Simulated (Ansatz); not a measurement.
**Nickel, diamond under PBE: structure, energy and stiffness**

Aim: take nickel in the diamond structure, relax it, solve it on a dense k-mesh, switch on spin-orbit coupling, then scale the cell to 7 volumes from 88 to 112 % of the relaxed one and try a fit of the equation of state. The start is antiferromagnetic. The k-meshes are 11×11×11 for the relaxation; 17×17×17 for the dense run; 11×11×11 for spin-orbit coupling; 17×17×17 for the volumes.

This is Ni in the diamond structure; at room conditions it is fcc.

Method: DFT PBE, plane waves (420 eV) with PAW, scalar-relativistic, in Ansatz 0.2.0.

## 1. Starting point

The structure is cubic, space group Fd-3m (No. 227). The conventional cell has a = 4.907 Å, b = 4.907 Å, c = 4.907 Å, α = 90.00°, β = 90.00°, γ = 90.00°. Around Ni (site symmetry -43m) lie 4 Ni at 2.12 Å.

Coordinates:

```
CELL_PARAMETERS angstrom
0.00000 2.45346 2.45346
2.45346 0.00000 2.45346
2.45346 2.45346 0.00000
ATOMIC_POSITIONS crystal
Ni 0.12500 0.12500 0.12500
Ni 0.87500 0.87500 0.87500
```

The atoms start with moments of +0.8, -0.8 μB.

## 2. Relaxing cell and atoms

File input.yaml:

```yaml
crystal:
  lattice:
    - [0.0, 2.4534603088, 2.4534603088]
    - [2.4534603088, 0.0, 2.4534603088]
    - [2.4534603088, 2.4534603088, 0.0]
  atoms:
    - { symbol: Ni, position: [0.125, 0.125, 0.125], spin: 0.8 }
    - { symbol: Ni, position: [0.875, 0.875, 0.875], spin: -0.8 }
hamiltonian:
  xc: pbe
  pseudopotentials:
    kind: paw
    azcp:
      Ni: "pseudopotentials/Ni.paw.azcp"
basis:
  ecutwfc: 420
  fft_grid_basis: typed
kpoints:
  mp_grid: { grid: [11, 11, 11], shift: [0, 0, 0] }
magnetization:
  spin_polarized: true
scf:
  occupations: { method: fermi_dirac, width: 0.05 }
relax:
  max_steps: 60
  f_tol: 0.01
  cell: {}
```

Further steps of the session: Single point on a dense mesh; Spin-orbit coupling switched on; At 88 % of the relaxed volume; At 92 % of the relaxed volume; At 96 % of the relaxed volume; At 100 % of the relaxed volume; At 104 % of the relaxed volume; At 108 % of the relaxed volume; At 112 % of the relaxed volume.

**Question.** What will these runs give? Wanted: space group; conventional cell; volume; shortest distance; gap on the mesh; magnetic state; relative to fcc, ferromagnetic; magnetic state with spin-orbit coupling; V₀, B₀, B₀′.

**Answer**, as computed:

| quantity | value |
| --- | --- |
| space group (spins left aside) | Fd-3m (No. 227) |
| conventional cell | a = 5.100 Å |
| volume | 16.584 Å³/atom |
| shortest distance | 2.208 Å |
| gap on the mesh | none (levels filled in part) |
| magnetic state | ferromagnetic, up to 0.84 μB per atom |
| relative to fcc, ferromagnetic | +1203 meV/atom |
| magnetic state with spin-orbit coupling | ferromagnetic, up to 0.84 μB per atom |
| V₀, B₀, B₀′ | 16.562 Å³/atom, 92 GPa, 4.9 |

The relaxation enlarged the cell by 12.3 % in volume. Against the reference form of nickel (fcc, ferromagnetic, computed apart with the same settings) it stands 1203 meV/atom higher, so it is far from stable. It ends ferromagnetic, with up to 0.84 μB per atom. That is not the order it started in. No gap shows: it is a metal or semimetal at this level. The spin-orbit run (on a coarser mesh) has the same spin moments. Totals with and without spin-orbit coupling (-0.31 eV/atom apart) can't be read as binding, since the two-component data shift the zero of energy. The fitted modulus is 92 GPa. Relaxation kept the symmetry; phonons were not checked.
